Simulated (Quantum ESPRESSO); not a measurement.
# MgS (P6_3mc) in Quantum ESPRESSO: notebook

Runs on MgS. Level: LDA. Tasks: single point, equation of state.

Everything below comes from runs of Quantum ESPRESSO 7.5. Logs are shortened: lines on timing, memory, paths and dates and some standing lists are left out, and cuts for length are marked.

## Step 1: The crystal as given

Symmetry: P6_3mc, No. 186, hexagonal system. The conventional cell has a = 4.035 Å, b = 4.035 Å, c = 6.432 Å, α = 90.00°, β = 90.00°, γ = 120.00°. Around S (site symmetry 3m) lie 4 Mg at 2.45 to 2.47 Å. Mg (site symmetry 3m) is surrounded by 4 S at 2.45 to 2.47 Å.

The cell comes from a database or a generator and needn't be the stable form of this composition.

## Step 2: Single point, LDA, 21.31 Å³/atom

File pw.in:

```
&CONTROL
  calculation = 'scf'
  prefix = 'pwscf'
  outdir = './tmp'
  pseudo_dir = './pseudo'
  tprnfor = .true.
  tstress = .true.
  disk_io = 'nowf'
/
&SYSTEM
  ibrav = 0
  nat = 4
  ntyp = 2
  ecutwfc = 45
  ecutrho = 360
  nbnd = 24
  occupations = 'smearing'
  smearing = 'fd'
  degauss = 0.00367493
/
&ELECTRONS
  conv_thr = 8d-10
  electron_maxstep = 120
  mixing_beta = 0.5
/
ATOMIC_SPECIES
S     32.0600 s_lda_v1.4.uspp.F.UPF
Mg    24.3050 mg_lda_v1.4.uspp.F.UPF
CELL_PARAMETERS angstrom
   3.9522600636    0.0000000000    0.0000000000
  -1.9761300318    3.4227576175    0.0000000000
   0.0000000000    0.0000000000    6.3009860259
ATOMIC_POSITIONS crystal
S      0.6666666667    0.3333333333    0.8792441500
S      0.3333333333    0.6666666667    0.3792441500
Mg     0.3333333333    0.6666666667    0.9957548500
Mg     0.6666666667    0.3333333333    0.4957548500
K_POINTS automatic
8 8 4 0 0 0
```

Potentials or basis: GBRV 1.5 LDA.

Run with:

```sh
> OMP_NUM_THREADS=1 mpirun -n 2 pw.x -nk 2 -in pw.in > pw.out
```

pw.out:

```text
This program is part of the open-source Quantum ESPRESSO suite
     for quantum simulation of materials; please cite
[... 13 lines left out ...]
     --------------------
     sticks:   dense  smooth     PW     G-vecs:    dense   smooth      PW
     Sum        1393     685    199                66443    23355    3765

     Using Slab Decomposition

     bravais-lattice index     =            0
     lattice parameter (alat)  =       7.4687  a.u.
     unit-cell volume          =     575.2105 (a.u.)^3
     number of atoms/cell      =            4
     number of atomic types    =            2
     number of electrons       =        32.00
     number of Kohn-Sham states=           24
     kinetic-energy cutoff     =      45.0000  Ry
     charge density cutoff     =     360.0000  Ry
     scf convergence threshold =      8.0E-10
     mixing beta               =       0.5000
     number of iterations used =            8  plain     mixing
     Exchange-correlation=  SLA  PZ   NOGX NOGC
                           (   1   1   0   0   0   0   0)

     celldm(1)=   7.468689  celldm(2)=   0.000000  celldm(3)=   0.000000
     celldm(4)=   0.000000  celldm(5)=   0.000000  celldm(6)=   0.000000

     crystal axes: (cart. coord. in units of alat)
               a(1) = (   1.000000   0.000000   0.000000 )
               a(2) = (  -0.500000   0.866025   0.000000 )
               a(3) = (   0.000000   0.000000   1.594274 )

     reciprocal axes: (cart. coord. in units 2 pi/alat)
               b(1) = (  1.000000  0.577350 -0.000000 )
               b(2) = (  0.000000  1.154701  0.000000 )
               b(3) = (  0.000000 -0.000000  0.627245 )

     PseudoPot. # 1 for S  read from file:
     s_lda_v1.4.uspp.F.UPF
     Pseudo is Ultrasoft + core correction, Zval =  6.0
     Generated by new atomic code, or converted to UPF format
     Using radial grid of  907 points,  6 beta functions with:
                l(1) =   0
                l(2) =   0
                l(3) =   1
                l(4) =   1
                l(5) =   2
                l(6) =   2
     Q(r) pseudized with  8 coefficients,  rinner =    1.300   1.300   1.300
                                                       1.300   1.300

     PseudoPot. # 2 for Mg read from file:
     mg_lda_v1.4.uspp.F.UPF
     Pseudo is Ultrasoft, Zval = 10.0
     Generated by new atomic code, or converted to UPF format
     Using radial grid of  821 points,  7 beta functions with:
                l(1) =   0
                l(2) =   0
                l(3) =   0
                l(4) =   1
                l(5) =   1
                l(6) =   2
                l(7) =   2
     Q(r) pseudized with  8 coefficients,  rinner =    1.200   1.200   1.200
                                                       1.200   1.200

     atomic species   valence    mass     pseudopotential
     S                 6.00    32.06000     S ( 1.00)
     Mg               10.00    24.30500     Mg( 1.00)

     12 Sym. Ops. (no inversion) found ( 6 have fractional translation)

   Cartesian axes

     site n.     atom                  positions (alat units)
         1        S      tau(   1) = (   0.5000000   0.2886751   1.4017562  )
         2        S      tau(   2) = (  -0.0000000   0.5773503   0.6046191  )
         3        Mg     tau(   3) = (  -0.0000000   0.5773503   1.5875062  )
         4        Mg     tau(   4) = (   0.5000000   0.2886751   0.7903691  )

     number of k points=    30  Fermi-Dirac smearing, width (Ry)=  0.0037
                       cart. coord. in units 2pi/alat
        k(    1) = (   0.0000000   0.0000000   0.0000000), wk =   0.0078125
        k(    2) = (   0.0000000   0.0000000   0.1568112), wk =   0.0156250
        k(    3) = (   0.0000000   0.0000000  -0.3136223), wk =   0.0078125
        k(    4) = (   0.0000000   0.1443376   0.0000000), wk =   0.0468750
        k(    5) = (   0.0000000   0.1443376   0.1568112), wk =   0.0937500
        k(    6) = (   0.0000000   0.1443376  -0.3136223), wk =   0.0468750
[... 22 lines left out ...]
        k(   29) = (   0.2500000   0.5773503   0.1568112), wk =   0.0937500
        k(   30) = (   0.2500000   0.5773503  -0.3136223), wk =   0.0468750

     Dense  grid:    66443 G-vectors     FFT dimensions: (  45,  45,  72)

     Smooth grid:    23355 G-vectors     FFT dimensions: (  32,  32,  54)

     Initial potential from superposition of free atoms

     starting charge      31.3995, renormalised to      32.0000
     Starting wfcs are   18 randomized atomic wfcs +    6 random wfcs

     Self-consistent Calculation

     iteration #  1     ecut=    45.00 Ry     beta= 0.50
     Davidson diagonalization with overlap
     ethr =  1.00E-02,  avg # of iterations =  8.2

     total energy              =    -298.66100920 Ry
     estimated scf accuracy    <       0.34900161 Ry

     iteration #  2     ecut=    45.00 Ry     beta= 0.50
     Davidson diagonalization with overlap
     ethr =  1.09E-03,  avg # of iterations =  2.0

     total energy              =    -298.72764702 Ry
     estimated scf accuracy    <       0.01750338 Ry

     iteration #  3     ecut=    45.00 Ry     beta= 0.50
     Davidson diagonalization with overlap
     ethr =  5.47E-05,  avg # of iterations =  7.1
[... 29 lines left out ...]
     total energy              =    -298.72804972 Ry
     estimated scf accuracy    <       0.00000003 Ry

     iteration #  8     ecut=    45.00 Ry     beta= 0.50
     Davidson diagonalization with overlap
     ethr =  9.54E-11,  avg # of iterations =  4.1

     total energy              =    -298.72804974 Ry
     estimated scf accuracy    <          8.4E-09 Ry

     iteration #  9     ecut=    45.00 Ry     beta= 0.50
     Davidson diagonalization with overlap
     ethr =  2.63E-11,  avg # of iterations =  2.0

     End of self-consistent calculation

          k = 0.0000 0.0000 0.0000 (  2887 PWs)   bands (ev):

   -69.5732 -69.5731 -37.0191 -37.0152 -37.0137 -37.0137 -37.0130 -37.0130
    -8.1541  -7.2964  -0.0609   2.8406   2.8406   3.2936   3.2936   3.4667
     6.9252   8.0883  10.8456  10.8456  11.6230  11.9208  11.9208  12.6653

          k = 0.0000 0.0000 0.1568 (  2905 PWs)   bands (ev):

   -69.5732 -69.5731 -37.0185 -37.0158 -37.0136 -37.0136 -37.0131 -37.0131
    -8.0464  -7.4444   0.3377   2.6895   2.9030   2.9030   3.2232   3.2232
     7.6443   8.2500  10.7978  10.7978  11.2284  11.5208  11.5208  12.0436

          k = 0.0000 0.0000-0.3136 (  2906 PWs)   bands (ev):

   -69.5731 -69.5731 -37.0172 -37.0172 -37.0133 -37.0133 -37.0133 -37.0133
    -7.7649  -7.7649   1.3774   1.3774   3.0591   3.0591   3.0591   3.0591
     8.3992   8.3992  10.9873  10.9873  10.9873  10.9873  11.0965  11.0965
[... 43 lines left out ...]
          k = 0.0000 0.4330 0.1568 (  2937 PWs)   bands (ev):

   -69.5731 -69.5731 -37.0179 -37.0167 -37.0155 -37.0150 -37.0142 -37.0136
    -7.4705  -7.1493   0.2616   0.7137   1.6760   2.2941   2.8640   2.8686
     7.9482   8.4292  10.0709  10.2903  11.4392  12.0076  12.8313  13.9249

          k = 0.0000 0.4330-0.3136 (  2934 PWs)   bands (ev):

   -69.5731 -69.5731 -37.0175 -37.0175 -37.0150 -37.0150 -37.0139 -37.0139
    -7.3121  -7.3121   0.3194   0.3194   2.5162   2.5162   2.5618   2.5618
     8.1342   8.1342   9.8734   9.8734  12.6300  12.6300  12.6685  12.6685

          k = 0.0000-0.5774 0.0000 (  2930 PWs)   bands (ev):

   -69.5731 -69.5730 -37.0176 -37.0164 -37.0162 -37.0157 -37.0144 -37.0135
    -7.3703  -7.0843   0.1718   0.8083   1.3970   2.1059   2.4194   2.9569
     7.9641   8.4836   9.2347  10.8244  11.8057  12.2113  12.5151  14.6200

          k = 0.0000-0.5774 0.1568 (  2932 PWs)   bands (ev):

   -69.5731 -69.5730 -37.0178 -37.0170 -37.0157 -37.0153 -37.0143 -37.0137
    -7.3265  -7.1238   0.0306   0.4586   1.8635   2.2110   2.7005   2.8078
     7.7769   8.1327  10.0760  10.1661  11.3253  12.0233  13.3889  14.4816

          k = 0.0000-0.5774-0.3136 (  2924 PWs)   bands (ev):

   -69.5731 -69.5731 -37.0177 -37.0177 -37.0152 -37.0152 -37.0140 -37.0140
    -7.2231  -7.2231   0.0655   0.0655   2.4881   2.4881   2.5819   2.5819
     7.9211   7.9211   9.6308   9.6308  12.6665  12.6665  13.0520  13.0520

          k = 0.1250 0.2165 0.0000 (  2924 PWs)   bands (ev):

   -69.5732 -69.5730 -37.0187 -37.0155 -37.0146 -37.0142 -37.0139 -37.0133
    -7.9028  -7.1794   0.3221   1.7498   1.8786   2.5822   3.0649   3.2487
     8.3951   9.3289   9.8773  10.3412  11.2327  11.4262  12.1301  12.3198

          k = 0.1250 0.2165 0.1568 (  2926 PWs)   bands (ev):

   -69.5732 -69.5731 -37.0183 -37.0161 -37.0145 -37.0141 -37.0138 -37.0134
    -7.8088  -7.2995   0.5381   1.6555   1.9782   2.5177   2.9522   3.1228
     8.5600   9.4932   9.9097  10.0949  10.9799  11.6689  12.0292  12.3728

          k = 0.1250 0.2165-0.3136 (  2946 PWs)   bands (ev):
[... 65 lines left out ...]
          k = 0.2500 0.5774 0.1568 (  2945 PWs)   bands (ev):

   -69.5731 -69.5730 -37.0175 -37.0171 -37.0154 -37.0151 -37.0149 -37.0144
    -7.2119  -7.1232   0.4227   0.6470   1.1018   1.8596   2.3214   2.6465
     8.4899   9.7478   9.8433  10.1029  11.5836  11.9367  12.7453  13.9352

          k = 0.2500 0.5774-0.3136 (  2956 PWs)   bands (ev):

   -69.5731 -69.5731 -37.0176 -37.0176 -37.0150 -37.0150 -37.0146 -37.0146
    -7.1634  -7.1634   0.3474   0.3474   1.4100   1.4100   2.8794   2.8794
     8.9054   8.9054   9.9394   9.9394  11.5883  11.5883  12.9345  12.9345

     the Fermi energy is     4.4709 ev

!    total energy              =    -298.72804974 Ry
     estimated scf accuracy    <          4.0E-10 Ry
     smearing contrib. (-TS)   =      -0.00000000 Ry
     internal energy E=F+TS    =    -298.72804974 Ry

     The total energy is F=E-TS. E is the sum of the following terms:
     one-electron contribution =    -225.53310304 Ry
     hartree contribution      =     113.91574208 Ry
     xc contribution           =     -49.93740903 Ry
     ewald contribution        =    -137.17327974 Ry

     convergence has been achieved in   9 iterations

     Forces acting on atoms (cartesian axes, Ry/au):

     atom    1 type  1   force =     0.00000000    0.00000000   -0.00173166
     atom    2 type  1   force =     0.00000000    0.00000000   -0.00173166
     atom    3 type  2   force =     0.00000000   -0.00000000    0.00173166
     atom    4 type  2   force =     0.00000000    0.00000000    0.00173166

     Total force =     0.003463     Total SCF correction =     0.000004

     Computing stress (Cartesian axis) and pressure

          total   stress  (Ry/bohr**3)                   (kbar)     P=       16.05
   0.00012004   0.00000000  -0.00000000           17.66        0.00       -0.00
   0.00000000   0.00012004  -0.00000000            0.00       17.66       -0.00
   0.00000000   0.00000000   0.00008731            0.00        0.00       12.84

=------------------------------------------------------------------------------=
   JOB DONE.
=------------------------------------------------------------------------------=
```

Run time: 18 s. Hardware: 2 MPI ranks of Intel Xeon 6975P-C (Granite Rapids), shared host; peak memory 0.4 GiB.

Results:

```
Free energy            : -4064.4022 eV
Pressure               : 1.6 GPa
Largest force          : 0.045 eV/Å
Band gap on the k mesh : 3.46 eV, direct
```

## Step 3: Single point, LDA, 21.76 Å³/atom

pw.in: that of step 2 with these lines changed.

```diff
@@ -29,5 +29,5 @@
 CELL_PARAMETERS angstrom
-   3.9522600636    0.0000000000    0.0000000000
-  -1.9761300318    3.4227576175    0.0000000000
-   0.0000000000    0.0000000000    6.3009860259
+   3.9800937980    0.0000000000    0.0000000000
+  -1.9900468990    3.4468623386    0.0000000000
+   0.0000000000    0.0000000000    6.3453606289
 ATOMIC_POSITIONS crystal
```

Potentials or basis: GBRV 1.5 LDA.

Run with:

```sh
> OMP_NUM_THREADS=1 mpirun -n 2 pw.x -nk 2 -in pw.in > pw.out
```

It took 22 s on 2 MPI ranks of Intel Xeon 6975P-C (Granite Rapids), shared host; peak memory 0.4 GiB.

The run converged. Its results:

```
Free energy            : -4064.4131 eV
Pressure               : 0.2 GPa
Largest force          : 0.047 eV/Å
Band gap on the k mesh : 3.35 eV, direct
```

## Step 4: Single point, LDA, 22.22 Å³/atom

pw.in: that of step 3 with these lines changed.

```diff
@@ -29,5 +29,5 @@
 CELL_PARAMETERS angstrom
-   3.9800937980    0.0000000000    0.0000000000
-  -1.9900468990    3.4468623386    0.0000000000
-   0.0000000000    0.0000000000    6.3453606289
+   4.0075435882    0.0000000000    0.0000000000
+  -2.0037717941    3.4706345542    0.0000000000
+   0.0000000000    0.0000000000    6.3891231196
 ATOMIC_POSITIONS crystal
```

Run with:

```sh
> OMP_NUM_THREADS=1 mpirun -n 2 pw.x -nk 2 -in pw.in > pw.out
```

Wall time 21 s (2 MPI ranks of Intel Xeon 6975P-C (Granite Rapids), shared host); peak memory 0.42 GiB.

Results (log left out):

```yaml
Free_energy: -4064.4092 eV
Pressure: -1.0 GPa
Largest_force: 0.050 eV/Å
Band_gap_on_the_k_mesh: 3.25 eV, direct
```

## Step 5: Single point, LDA, 22.67 Å³/atom

pw.in: that of step 4 with these lines changed.

```diff
@@ -29,5 +29,5 @@
 CELL_PARAMETERS angstrom
-   4.0075435882    0.0000000000    0.0000000000
-  -2.0037717941    3.4706345542    0.0000000000
-   0.0000000000    0.0000000000    6.3891231196
+   4.0346224068    0.0000000000    0.0000000000
+  -2.0173112034    3.4940854990    0.0000000000
+   0.0000000000    0.0000000000    6.4322941800
 ATOMIC_POSITIONS crystal
```

Run with:

```sh
> OMP_NUM_THREADS=1 mpirun -n 2 pw.x -nk 2 -in pw.in > pw.out
```

It took 23 s on 2 MPI ranks of Intel Xeon 6975P-C (Granite Rapids), shared host; peak memory 0.42 GiB.

Results (log left out):

| Property | Result |
| --- | --- |
| Free energy | -4064.3918 eV |
| Pressure | -2.1 GPa |
| Largest force | 0.052 eV/Å |
| Band gap on the k mesh | 3.15 eV, direct |

## Step 6: Single point, LDA, 23.12 Å³/atom

pw.in: that of step 5 with these lines changed.

```diff
@@ -29,5 +29,5 @@
 CELL_PARAMETERS angstrom
-   4.0346224068    0.0000000000    0.0000000000
-  -2.0173112034    3.4940854990    0.0000000000
-   0.0000000000    0.0000000000    6.4322941800
+   4.0613425392    0.0000000000    0.0000000000
+  -2.0306712696    3.5172258124    0.0000000000
+   0.0000000000    0.0000000000    6.4748933962
 ATOMIC_POSITIONS crystal
```

Potentials or basis: GBRV 1.5 LDA.

Run with:

```sh
> OMP_NUM_THREADS=1 mpirun -n 2 pw.x -nk 2 -in pw.in > pw.out
```

It took 22 s on 2 MPI ranks of Intel Xeon 6975P-C (Granite Rapids), shared host; peak memory 0.44 GiB.

The run converged. Its results:

| Quantity | Value |
| --- | --- |
| Free energy | -4064.3626 eV |
| Pressure | -3.1 GPa |
| Largest force | 0.054 eV/Å |
| Band gap on the k mesh | 3.05 eV, direct |

## Step 7: Single point, LDA, 23.58 Å³/atom

pw.in: that of step 6 with these lines changed.

```diff
@@ -29,5 +29,5 @@
 CELL_PARAMETERS angstrom
-   4.0613425392    0.0000000000    0.0000000000
-  -2.0306712696    3.5172258124    0.0000000000
-   0.0000000000    0.0000000000    6.4748933962
+   4.0877156323    0.0000000000    0.0000000000
+  -2.0438578162    3.5400655811    0.0000000000
+   0.0000000000    0.0000000000    6.5169393366
 ATOMIC_POSITIONS crystal
```

Run with:

```sh
> OMP_NUM_THREADS=1 mpirun -n 2 pw.x -nk 2 -in pw.in > pw.out
```

It took 26 s on 2 MPI ranks of Intel Xeon 6975P-C (Granite Rapids), shared host; peak memory 0.44 GiB.

The run converged. Its results:

```yaml
Free_energy: -4064.3225 eV
Pressure: -4.0 GPa
Largest_force: 0.055 eV/Å
Band_gap_on_the_k_mesh: 2.96 eV, direct
```

## Step 8: Single point, LDA, 24.03 Å³/atom

pw.in: that of step 7 with these lines changed.

```diff
@@ -29,5 +29,5 @@
 CELL_PARAMETERS angstrom
-   4.0877156323    0.0000000000    0.0000000000
-  -2.0438578162    3.5400655811    0.0000000000
-   0.0000000000    0.0000000000    6.5169393366
+   4.1137527396    0.0000000000    0.0000000000
+  -2.0568763698    3.5626143774    0.0000000000
+   0.0000000000    0.0000000000    6.5584496235
 ATOMIC_POSITIONS crystal
```

Run with:

```sh
> OMP_NUM_THREADS=1 mpirun -n 2 pw.x -nk 2 -in pw.in > pw.out
```

Wall time 23 s (2 MPI ranks of Intel Xeon 6975P-C (Granite Rapids), shared host); peak memory 0.44 GiB.

Results (log left out):

```yaml
Free_energy: -4064.2728 eV
Pressure: -4.9 GPa
Largest_force: 0.057 eV/Å
Band_gap_on_the_k_mesh: 2.87 eV, direct
```

## Step 9: Equation of state, LDA

Potentials or basis: GBRV 1.5 LDA.

No new run: the results of the series are fitted here.

What came out:

```yaml
Equilibrium_volume: 21.86 Å³/atom
Bulk_modulus_at_fixed_shape_and_positions: 62 GPa
Pressure_derivative_of_the_bulk_modulus: 4.1
```

Energy against volume, from the lowest point:
```csv
volume (Å³/atom),energy (meV/atom)
21.309,2.72
21.763,0.00
22.216,0.97
22.670,5.31
23.123,12.61
23.576,22.63
24.030,35.08
```

Caveat: the cell was scaled at fixed shape and fractional positions, which overstates the stiffness of a crystal with free parameters, most of all of layers and chains.
